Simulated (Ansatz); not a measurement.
# A series in volume scale on InSb

Periodic Kohn-Sham DFT of a crystal at fixed atoms, scaled to volume_scale times the given cell; pressure positive in compression, energy less spherical unpolarised free atoms, largest_vzz the field gradient of largest size among the nuclei. The results are calculated, by Ansatz 0.2.0.

The cell before it is scaled or strained (space group F-43m, No. 216):
```
CELL_PARAMETERS angstrom
0.00000 3.23910 3.23910
3.23910 0.00000 3.23910
3.23910 3.23910 0.00000
ATOMIC_POSITIONS crystal
In 0.00000 0.00000 0.00000
Sb 0.75000 0.75000 0.75000
```

Settings of every row: method all-electron PAW; functional PBEsol; relativity scalar; k mesh 9x9x9; filling fermi-dirac; smearing width 0.05 eV; nucleus gaussian.

Atom start moment: 0 on all atoms.

Limits: no spin-orbit coupling on heavy atoms; small gap, it may come from the mesh.

| row | volume scale | V (Å³/atom) | pressure (GPa) |
| --- | --- | --- | --- |
| 1 | 0.94 | 31.945 | 4.198 |
| 2 | 0.96 | 32.625 | 2.962 |
| 3 | 0.98 | 33.304 | ? |
| 4 | 0.99 | 33.644 | 1.34 |
| 5 | 1 | 33.984 | 0.857 |
| 6 | 1.01 | 34.324 | 0.401 |
| 7 | 1.02 | 34.664 | -0.029 |
| 8 | 1.04 | 35.343 | -0.82 |
| 9 | 1.06 | 36.023 | -1.523 |

Question: what pressure should row 3 give?

Worked fit of pressure. Take u = (V_r/V)^(2/3) − 1 with V_r = 34.154 Å³ an atom, which is twice the finite (Eulerian) strain; such expansions in the strain, on which the Birch-Murnaghan equation of state is built, carry the rest volume and the bulk modulus. The shown rows have u = 0.04558, 0.031, 0.01008, 0.00333, -0.0033, -0.00983, -0.02256, -0.0349. Least squares give pressure = 0.6261 + 68.848 × u + 208.88 × u² GPa; a straight line predicts inner rows, each left out in turn, worse (root mean square 0.11 against 0.0013 GPa). The rows lie off it by 0.000, 0.001, -0.001, -0.001, 0.000, 0.001, 0.001, -0.001. The pressure vanishes at u = -0.0094, or V = 34.64 Å³ an atom, and there the bulk modulus at fixed shape and fractions is B = −V dP/dV = (2/3)(1 + u) dP/du = 42.9 GPa. The withheld row has u = 0.01694, so the fit gives 0.6261 + 68.848 × (0.01694) + 208.88 × (0.01694)² = 1.852 GPa.

The calculation gave 1.851 GPa. The fit lies 0.001 GPa (0.017 % of the column's range) above it, one unit of the last digit.
